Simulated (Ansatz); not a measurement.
**ZnS (F-43m): equation of state**

An exercise on one series of results from a longer session: the logs are not shown, and one member is left open.

Computed with Ansatz 0.2.0 (DFT PBE, scalar-relativistic, plane waves, PAW, unless a step's input says otherwise).

2 further runs of the same task are left out: 2 that didn't finish. Runs told in other sessions of the task aren't counted.

### The starting structure

Symmetry: F-43m, No. 216, cubic system. Conventional cell: a = 5.444 Å, b = 5.444 Å, c = 5.444 Å, α = 90.00°, β = 90.00°, γ = 90.00°. Zn (site symmetry -43m) has 4 S at 2.36 Å in its first shell of neighbours. Around S (site symmetry -43m) lie 4 Zn at 2.36 Å.

Coordinates:

```
CELL_PARAMETERS angstrom
0.00000 2.72180 2.72180
2.72180 0.00000 2.72180
2.72180 2.72180 0.00000
ATOMIC_POSITIONS crystal
Zn 0.00000 0.00000 0.00000
S 0.75000 0.75000 0.75000
```

An earlier run at PBE left this cell at 20.164 Å³/atom and 0.00 GPa (12×12×12 mesh).

Volume factors to run: 0.980, 1.020, 0.960, 1.040.

Set-up of the first run:

File input.yaml:

```yaml
crystal:
  lattice:
    - [0.0, 2.7035315219, 2.7035315219]
    - [2.7035315219, 0.0, 2.7035315219]
    - [2.7035315219, 2.7035315219, 0.0]
  atoms:
    - { symbol: Zn, position: [0.0, 0.0, 0.0] }
    - { symbol: S, position: [0.75, 0.75, 0.75] }
basis:
  ecutwfc: 420
  ecutrho_ratio: 4
kpoints:
  mp_grid: { grid: [12, 12, 12] }
hamiltonian:
  xc: pbe
scf:
  occupations: { method: gaussian, width: 0.05 }
output:
  forces: true
  stress: true
  eigenvalues: true
```

Command:

```sh
$ ansatz run input.yaml --threads 4 --pin off --max-ram 7168MiB --backend cpu --events-out ev --progress --plain --runs-dir out
```

Among the steps run: Scaling the volume by 0.980; At 1.020 of the relaxed volume; Scaling the volume by 0.960; Volume × 1.040.

One table of the session follows, with a row left open; its other results are not shown here.

It belongs to the step «Energy and pressure against volume». 

| volume (Å³/atom) | energy (meV/atom) | pressure (GPa) | gap (eV) |
| --- | --- | --- | --- |
| 19.357 | 7.53 | 3.11 | 2.19 |
| 19.760 | 1.82 | 1.47 | 2.10 |
| 20.164 | 0.00 | 0.00 | 2.01 |
| 20.567 | ? | ? | ? |
| 20.970 | 6.52 | -2.50 | 1.85 |

Q: Estimate the row for volume (Å³/atom) = 20.567 from the others.

Worked estimate for «energy (meV/atom)». A straight line through the neighbours (20.164, 0.00) and (20.970, 6.52) gives 0.00 + (6.52 − 0.00) × (20.567 − 20.164) / (20.970 − 20.164) = 3.26; a parabola fitted to 3 rows on both sides gives 1.57.

The run gave: energy (meV/atom): 1.69; pressure (GPa): -1.32; gap (eV): 1.93. In «energy (meV/atom)» the line misses by +1.57 and the parabola by -0.12.
